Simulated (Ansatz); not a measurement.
Ca under changes of volume

One of the cells (43.632 Å³/atom); the others are scaled copies at fixed shape and fractional positions:

```xyz
1
Lattice="0.0000 2.7942 2.7942 2.7942 0.0000 2.7942 2.7942 2.7942 0.0000" Properties=species:S:1:pos:R:3 pbc="T T T"
Ca    0.0000    0.0000    0.0000
```

```yaml
Program: Ansatz 0.2.0
Functional: PBEsol
Potentials_or_basis: Ansatz PAW
Cutoff: "420 eV (not typed: the program's choice for these potentials)"
k_mesh: 8 × 8 × 8
Occupations: fermi-dirac, width 0.05 eV
Spin: no spin polarisation
```

| volume (Å³/atom) | energy over the lowest point (meV/atom) | pressure (GPa) |
| --- | --- | --- |
| 41.014 | 0.00 | -0.2 |
| 41.886 | 2.19 | -0.6 |
| 42.759 | ? | ? |
| 43.632 | 11.89 | -1.2 |
| 44.504 | 19.08 | -1.4 |
| 45.377 | 27.66 | -1.7 |
| 46.250 | 37.49 | -1.9 |

Question: What does the run at 42.759 Å³/atom give?

Answer: Energy over the lowest point 6.21 meV/atom; pressure -0.9 GPa.

Worked out: A Birch-Murnaghan fit of order 3 (a polynomial in V^(-2/3)) to the other rows has its minimum at 40.50 Å³/atom, just outside them, with B0 = V·E''(V) = 18.1 GPa and B' = 3.4. It gives 6.21 meV/atom at 42.759 Å³/atom, against the run's 6.21, and -dE/dV = -0.9 GPa, against -0.9.

Energies are extrapolated to zero smearing.

Caveats: the PAW data sets come from PBE, with cores solved anew for the run's functional, which leaves a small shift of forces and pressure.
